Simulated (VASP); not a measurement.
Here is a VASP 6.6.1 calculation.

INCAR

```
ALGO = Normal
EDIFF = 1E-6
ENCUT = 520
ISIF = 2
ISMEAR = 0
LASPH = T
LCHARG = T
LELF = T
LREAL = F
LVHAR = T
LWAVE = F
NBANDS = 16
NELM = 100
PREC = Accurate
SIGMA = 0.02
```

KPOINTS

```
k-points
0
Gamma
  6 4 6
```

POSCAR

```
MgS
1.0
    3.8194131438      0.0000000000      0.0000000000
    0.0000000000      5.4014658538      0.0000000000
    0.0000000000      0.0000000000      4.0678174648
Mg S
2 2
Direct
    0.0000000000      0.0000000000      0.0000000000
    0.5000000000      0.5000000000      0.4999970000
    0.5000000000      0.2500000000      0.0000000000
    0.0000000000      0.7500000000      0.4999970000
```

Potentials or basis: VASP PAW LDA potentials, release 64 (Mg, S).

Command:

```sh
$ cat potpaw_LDA.64/Mg/POTCAR potpaw_LDA.64/S/POTCAR > POTCAR
$ mpirun -np 1 vasp_std > vasp.out
```

Problem. What does it give for the pressure?

Solution. 2.7 GPa.

Problem. Predict the largest force.

Solution. 0.521 eV/Å.

Stress tensor (GPa, compression positive):
```
 6.67  0.00  0.00
 0.00  3.00  0.00
 0.00  0.00 -1.47
```
